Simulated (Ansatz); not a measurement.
# GaN under changes of volume

One of the cells (11.444 Å³/atom); the others are scaled copies at fixed shape and fractional positions:

```xyz
2
Lattice="0.0000 2.2535 2.2535 2.2535 0.0000 2.2535 2.2535 2.2535 0.0000" Properties=species:S:1:pos:R:3 pbc="T T T"
Ga    0.0000    0.0000    0.0000
N     1.1268    1.1268    1.1268
```

The cell is a database's computed one.

```yaml
Program: Ansatz 0.2.0
Functional: HISS
Potentials_or_basis: Ansatz PAW
Cutoff: "420 eV (not typed: the program's choice for these potentials)"
k_mesh: 5 × 5 × 5
Occupations: fermi-dirac, width 0.05 eV
Spin: no spin polarisation
```

| volume (Å³/atom) | energy over the lowest point (meV/atom) | pressure (GPa) | gap on the mesh (eV) |
| --- | --- | --- | --- |
| 10.757 | 9.08 | 8.1 | 4.31 |
| 10.986 | ? | ? | ? |
| 11.215 | 0.00 | -1.5 | 3.97 |
| 11.444 | 5.10 | -5.6 | 3.81 |
| 11.673 | 15.77 | -9.3 | 3.65 |
| 11.902 | 31.41 | -12.6 | 3.50 |
| 12.131 | 51.78 | -15.6 | 3.34 |

Q: What does the run at 10.986 Å³/atom give?

A: Energy over the lowest point 0.92 meV/atom; pressure 3.1 GPa; gap on the mesh 4.14 eV.

Worked out: A Birch-Murnaghan fit of order 3 (a polynomial in V^(-2/3)) to the other rows has its minimum at 11.14 Å³/atom with B0 = V·E''(V) = 217 GPa and B' = 3.9. It gives 1.14 meV/atom at 10.986 Å³/atom, against the run's 0.92, and -dE/dV = 3.1 GPa, against 3.1. A straight line through the other rows of the gap, of slope -8.04 eV per unit of ln V (its deformation potential), gives 4.14 eV, against the run's 4.14.

Energies are extrapolated to zero smearing.

Caveats: all runs use coarse meshes; odd divisions of the mesh miss points on the zone boundary, where band edges often lie, so the gap on the mesh can be too wide; the PAW data sets come from PBE, with cores solved anew for the run's functional, which leaves a small shift of forces and pressure; the thresholds are loose for stress.

Spin-orbit coupling on Ga is left out.
